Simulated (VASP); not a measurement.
# MgS in VASP 6.6.1, single-point calculation

INCAR

```
NELM = 120
NSW = 0
EDIFF = 1E-7
NBANDS = 11
ISMEAR = -1
BMIX = 0.5
IBRION = -1
ISIF = 2
SIGMA = 0.02
PREC = Accurate
LREAL = .FALSE.
ISYM = 1
ENCUT = 520
LWAVE = .FALSE.
LCHARG = .FALSE.
GGA = PE
LASPH = .TRUE.
```

KPOINTS

```
KPOINTS created by Atomic Simulation Environment
0
Gamma
8 8 8
0 0 0
```

POSCAR

```
Mg S
 1.0000000000000000
     0.0000000000000000    2.8308768411999998    2.9441119149000001
     2.8308768411999998    0.0000000000000000    2.9441119149000001
     2.8308768411999998    2.8308768411999998    0.0000000000000000
 Mg  S
   1   1
Cartesian
  0.0000000000000000  0.0000000000000000  0.0000000000000000
  1.4154384205999999  1.4154384205999999  1.4720559574500003
```

The recommended PBE PAW datasets give the neutral cell 8 valence electrons.

Command

```
mpirun -np 1 vasp_std
```

**Question.** How does this run end, and what does it give?

**Answer.** It converged. Results: gap between bands v and c on the k mesh 3.22 eV; least direct gap on the k mesh 3.22 eV; pressure -1.3 GPa. Band v is the last that the valence electrons fill when counted band by band, and c is the next.

OSZICAR

```
N       E                     dE             d eps       ncg     rms          rms(c)
DAV:   1     0.253826654336E+02    0.25383E+02   -0.33637E+03  1306   0.571E+02
DAV:   2    -0.691104992639E+01   -0.32294E+02   -0.30893E+02  1609   0.985E+01
DAV:   3    -0.897379113439E+01   -0.20627E+01   -0.20597E+01  1614   0.272E+01
DAV:   4    -0.899170529086E+01   -0.17914E-01   -0.17912E-01  1586   0.305E+00
DAV:   5    -0.899192134198E+01   -0.21605E-03   -0.21605E-03  1684   0.335E-01    0.395E+00
DAV:   6    -0.846339494705E+01    0.52853E+00   -0.17756E+00  1421   0.487E+00    0.316E+00
DAV:   7    -0.845981930505E+01    0.35756E-02   -0.11874E-01  1574   0.155E+00    0.254E+00
DAV:   8    -0.846591690939E+01   -0.60976E-02   -0.25770E-02  1424   0.102E+00    0.148E+00
DAV:   9    -0.846505110880E+01    0.86580E-03   -0.28158E-03  1454   0.276E-01    0.436E-01
DAV:  10    -0.846507454946E+01   -0.23441E-04   -0.29741E-04  1541   0.854E-02    0.446E-02
DAV:  11    -0.846508819353E+01   -0.13644E-04   -0.17124E-05  1517   0.216E-02    0.388E-02
DAV:  12    -0.846508799707E+01    0.19646E-06   -0.84645E-07  1592   0.492E-03    0.185E-02
DAV:  13    -0.846508768225E+01    0.31481E-06   -0.58182E-07  1555   0.312E-03    0.199E-03
DAV:  14    -0.846508767925E+01    0.30086E-08   -0.64180E-09   882   0.508E-04
   1 F= -.84650877E+01 E0= -.84650877E+01  d E =-.198667E-11
```

For comparison, a separate PBE run of the intended cell, on usual settings and not on those above, gives a gap of 3.22 eV on its mesh and a pressure of -1.3 GPa.
